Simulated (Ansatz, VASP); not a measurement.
**Two plane-wave programs on Si**

```xyz
2
Lattice="0.0000 2.7017 2.7017 2.7017 0.0000 2.7017 2.7017 2.7017 0.0000" Properties=species:S:1:pos:R:3 pbc="T T T"
Si    2.7017    2.7017    2.7017
Si    4.0525    4.0525    4.0525
```

Alike in both runs: task single point; functional LDA; k mesh 10 × 10 × 10; no spin polarisation.

|  | VASP | Ansatz |
| --- | --- | --- |
| version | VASP 6.6.1 | Ansatz 0.2.0 |
| potentials or method | VASP PAW LDA potentials, release 64 (Si) | plane waves (420 eV) with PAW, scalar-relativistic |
| plane-wave cutoff (eV) | 520 | 420 |
| occupations | methfessel-paxton of order 1, width 0.1 eV | cold, width 0.1 eV |
| valence electrons in the cell | 8 | 8 |

```csv
,VASP,Ansatz,Ansatz less VASP
pressure (GPa),0.0,-0.1,-0.04
```

Ansatz warned: «pseudo_functional_mismatch».
